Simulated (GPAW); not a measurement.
# Quasiparticle gap of LiH (Fm-3m) in GPAW, part 2 of 2

How does a plane-wave GW calculation on LiH (Fm-3m) run from the first input to the gap?

GPAW 26.7.0; PBE and many-body steps on it, plane waves. Known limits of the many-body steps: not at the basis limit.

So far. Step 3 (Bands along the symmetry lines): The gap is 2.999 eV, as in the run before at this level. Step 4 (Empty states on the mesh, 6×6×6 mesh, 80 bands): On this mesh the gap is 2.999 eV.

The database entry behind the starting cell differs from later determinations by our own check (the deuteride, about 0.2 % short), so it need not match the best structure at ambient conditions.

## 5. Screening and self-energy, 6×6×6 mesh, 70 bands, screening to 150 eV

Now the one-shot GW correction: screening in the RPA, then the self-energy of the levels asked for.

This step: G0W0 on PBE, plane waves, PAW.

The input, run.py:

```python
import json
import numpy as np
from gpaw.mpi import world
from gpaw.response.g0w0 import G0W0

gw = G0W0('full.gpw',
    filename='gw',
    kpts=[0, 12],
    bands=(0, 3),
    ecut=150,
    nbands=70,
    integrate_gamma='WS',
    ppa=True)
gw.calculate()
res = {mode: {k: v for k, v in r.items() if k != 'sigma_eskwn'}
       for mode, r in gw.all_results.items()}

if world.rank == 0:
    with open('result.json', 'w') as f:
        json.dump(res, f, default=lambda x: x.tolist())
```

On the command line:

```
> mpirun -n 4 gpaw python run.py
```

Numbers of over 12 decimals in the logs are rounded to 6 here.

Output:

```text
Using integrator: PointIntegrator
FrequencyGridDescriptor(from 0.000+0.000j to 0.000+27.211j eV, 2 points)
Nonperiodic BCs:  [False False False]
Using integrator: PointIntegrator
FrequencyGridDescriptor(from 0.000+0.000j to 0.000+27.211j eV, 2 points)
Nonperiodic BCs:  [False False False]
  ___  _ _ _
 |   || | | |
 | | || | | |
 |__ ||_____|
 |___|

BZ k-points: Symmetries present (total): 48

  [... matrices ...]
216 k-points: 6 x 6 x 6 Monkhorst-Pack grid + [1/12,1/12,1/12]
16 k-points in the irreducible part of the Brillouin zone
       k-points in crystal coordinates                weights
   0:     0.00000000    0.00000000    0.00000000          1/216
   1:     0.16666667    0.16666667    0.00000000          6/216
   2:     0.16666667    0.16666667    0.16666667          8/216
   3:     0.33333333    0.16666667    0.16666667         12/216
   4:     0.33333333    0.33333333   -0.33333333         12/216
   5:     0.33333333    0.33333333    0.00000000          6/216
   6:     0.33333333    0.33333333    0.16666667         24/216
   7:     0.33333333    0.33333333    0.33333333          8/216
   8:     0.50000000    0.33333333   -0.33333333         24/216
   9:     0.50000000    0.33333333   -0.16666667         12/216
          ...
  15:     0.50000000    0.50000000    0.50000000          4/216

Distributing spins, k-points and bands (1 x 2 x 3) over 4 processes
Number of blocks: 1

Quasi particle states:
k-points (IBZ indices): [0, 12]
Band range: (0, 3)
  [... matrices ...]
Computational parameters:
Plane wave cut-off: 150 eV
Number of bands: 70
Coulomb cutoff: None
Broadening: 0.1 eV

fxc modes: GW
Kernel: RPA
Using Godby-Needs plasmon-pole approximation:
  Fitting energy: i*E0, E0 = 1.000 Hartree
Summing all q:

Calculating screened Coulomb potential
No Coulomb truncation
FrequencyGridDescriptor(from 0.000+0.000j to 0.000+27.211j eV, 2 points)
Removing empty qpoint cache files...

Calculating chi0 body with:
    Ground state adapter containing:
    Number of spins: 1
    Number of kpoints: 216
    Number of irreducible kpoints: 16
    Number of completely occupied states: 1
    Number of partially occupied states: 1
    Occupied states memory: 0.088989 M / cpu

    Linear response parametrization:
    q_c: [1.3877787807814457e-17, 1.3877787807814457e-17, 1.3877787807814457e-17]
    Number of frequency points: 2
    Planewave cutoff: 150.0
    Number of bands: 70
    Number of planewaves: 65
    Broadening (eta): 1e-06
    comm.size: 4
    kncomm.size: 4
    blockcomm.size: 1

    Memory estimate of potentially large arrays:
        chi0_wGG: 0.128937 M / cpu
Integrating chi0 body.

Symmetries of q_c:
    Direct symmetries (Uq -> q): 48
    Indirect symmetries (TUq -> q): 0
In total 48 allowed symmetries.

  [... matrices ...]
16 groups of equivalent kpoints. 92.592593% reduction.

Integral kind: response function
Integrating chi0 head and wings.

Symmetries of q_c:
    Direct symmetries (Uq -> q): 48
    Indirect symmetries (TUq -> q): 0
In total 48 allowed symmetries.

  [... matrices ...]
16 groups of equivalent kpoints. 92.592593% reduction.

Integral kind: response function wings

Calculating chi0 body with:
    Ground state adapter containing:
    Number of spins: 1
    Number of kpoints: 216
    Number of irreducible kpoints: 16
    Number of completely occupied states: 1
    Number of partially occupied states: 1
[... the further q-points ...]

Results:
f:      Occupation numbers
eps:     KS-eigenvalues [eV]
vxc:     KS vxc [eV]
exx:     Exact exchange [eV]
sigma:   Self-energies [eV]
dsigma:  Self-energy derivatives
Z:       Renormalization factors
qp:      QP-energies [eV]

k-point 0 (0): (0.000, 0.000, 0.000)                GW
band       f     eps     vxc     exx   sigma  dsigma       Z      qp
                                                                   GW
   0   1.000  -5.649  -9.929 -15.693   3.353  -0.030   0.971  -7.990
   1   0.000  15.084 -11.919  -4.901  -6.120  -0.535   0.651  15.670
   2   0.000  17.137  -8.503  -2.285  -5.197  -0.424   0.702  17.854

k-point 1 (12): (0.500, 0.500, 0.000)                GW
band       f     eps     vxc     exx   sigma  dsigma       Z      qp
                                                                   GW
   0   1.000  -0.369 -11.348 -14.586   1.446  -0.293   0.773  -1.755
   1   0.000   2.629  -7.632  -3.700  -3.220  -0.229   0.813   3.208
   2   0.000  10.217  -8.083  -2.609  -4.397  -0.303   0.767  11.044
```

Run time: 22 s. Hardware: 4 MPI ranks of Arm Neoverse V2, shared host; peak memory 0.68 GiB.

This step gave:

```yaml
g0w0_gap_on_the_points_computed: 4.963 eV
least_direct_g0w0_gap_on_the_computed_points: 4.963 eV
z_at_the_valence_top: 0.7733
z_at_the_conduction_bottom: 0.8134
starting_gap_on_the_mesh: 2.999 eV
k_of_the_valence_top: 0.5, 0.5, 0
k_of_the_conduction_bottom: 0.5, 0.5, 0
```

The gap on the mesh goes from 3.00 eV to 4.96 eV, a correction of +1.96 eV.

Limits: finite bands, cutoff and mesh. v1 is the top filled band, c1 the lowest empty one. The levels before and after the correction (eV, zero at the valence-band top of each column):

```tsv
	conduction bottom	valence top
Kohn-Sham	3.00	0.00
G0W0	4.96	0.00
```

```tsv
	level	energy (eV)
Kohn-Sham	(0.5 0.5 0) v1	0.000
Kohn-Sham	(0.5 0.5 0) c1	2.999
Kohn-Sham	(0.5 0.5 0) c2	10.586
G0W0	(0.5 0.5 0) v1	0.000
G0W0	(0.5 0.5 0) c1	4.963
G0W0	(0.5 0.5 0) c2	12.799
```

## 6. Where the time went

Times are wall times on 4 MPI ranks of Arm Neoverse V2, shared host, good to a factor of about two.

```tsv
step	time	share	memory (GiB)
ground state	3.6 s	11 %	0.55
bands along the symmetry lines	3.4 s	10 %	0.55
empty states on the mesh	3.6 s	11 %	0.52
screening and self-energy	22 s	67 %	0.68
```

## 7. What came out

| Quantity | Value |
| --- | --- |
| PBE gap | 3.00 eV, direct |
| G0W0 gap on the mesh | 4.96 eV |
| GW settings | 6×6×6 mesh, 70 bands, screening to 150 eV, Godby-Needs plasmon pole |
| known limits | not at the basis limit |

In words: G0W0 moves the gap on the mesh from 3.00 eV to 4.96 eV (+1.96 eV), with Z of 0.77 and 0.81 at the edges. Only 2 of the mesh's irreducible points were corrected, so a valley elsewhere could overtake. The dearest step here is «screening and self-energy». Bands and cutoff are finite, so the gap is not at the basis limit. The miss can reach some tenths of an eV and take either sign; the mesh is an error of its own. These stock PAW sets were not made for GW. In the G0W0 run levels were corrected at 2 k points alone, so a gap called «on the mesh» is the least over those, and an edge elsewhere would be missed.

[Paths, hosts, dates, memory and timing lines, banners, echoed tables and standing remarks are left out of the program output.]

[Logs are printed without paths, hosts, clocks, repeated set-up lines and the standing remarks that a program may print on its own settings, such as how far it seeks lower states.]

[Runs of the session that timed out or met a known fault of the program may be left out.]

[Hosts, paths, dates, database ids (printed as entryN), source tags and the programs' standing remarks are cut or masked in the printed files.]
